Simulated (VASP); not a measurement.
# A VASP 6.6.1 single-point calculation on BeTe

INCAR

```
PREC = Accurate
NBANDS = 44
LCHARG = .FALSE.
LWAVE = .FALSE.
EDIFF = 0.001
LREAL = .FALSE.
NSW = 0
ISMEAR = -1
LASPH = .TRUE.
NELM = 120
ENCUT = 520
SIGMA = 0.02
ISIF = 2
IBRION = -1
GGA = PE
```

KPOINTS

```
KPOINTS created by Atomic Simulation Environment
0
Gamma
8 8 8
0 0 0
```

POSCAR

```
Be Te
 1.0000000000000000
     0.0000000000000000    2.8003373892000001    2.8497558482000001
     2.8003373892000001    0.0000000000000000    2.8497558482000001
     2.8003373892000001    2.8003373892000001    0.0000000000000000
 Be  Te
   1   1
Cartesian
  0.0000000000000000  0.0000000000000000  0.0000000000000000
  1.4001686946000000  1.4001686946000000  1.4248779241000000
```

The recommended PBE PAW datasets give the neutral cell 8 valence electrons.

Command

```
mpirun -np 1 vasp_std
```

Task: Predict the outcome of this run.

Result: It converged. Results: gap between bands v and c on the k mesh 1.89 eV; least direct gap on the k mesh 3.57 eV; pressure 1.1 GPa. Band v is the last that the valence electrons fill when counted band by band, and c is the next.

OSZICAR

```
N       E                     dE             d eps       ncg     rms          rms(c)
DAV:   1     0.276181815607E+02    0.27618E+02   -0.26183E+03  5192   0.147E+02
DAV:   2    -0.666276242476E+01   -0.34281E+02   -0.32140E+02  6292   0.449E+01
DAV:   3    -0.774723679901E+01   -0.10845E+01   -0.10743E+01  6472   0.727E+00
DAV:   4    -0.775246078468E+01   -0.52240E-02   -0.52224E-02  6256   0.525E-01
DAV:   5    -0.775251040908E+01   -0.49624E-04   -0.49623E-04  6360   0.515E-02    0.412E+00
DAV:   6    -0.764983419071E+01    0.10268E+00   -0.87124E-02  6424   0.351E-01    0.246E+00
DAV:   7    -0.761870007821E+01    0.31134E-01   -0.61980E-02  6344   0.345E-01    0.474E-01
DAV:   8    -0.761962073000E+01   -0.92065E-03   -0.43468E-03  6248   0.130E-01
   1 F= -.76196207E+01 E0= -.76196207E+01  d E =-.147694E-12
```

For comparison, a separate PBE run of the intended cell, on usual settings and not on those above, gives a gap of 1.90 eV on its mesh and a pressure of 1.1 GPa.
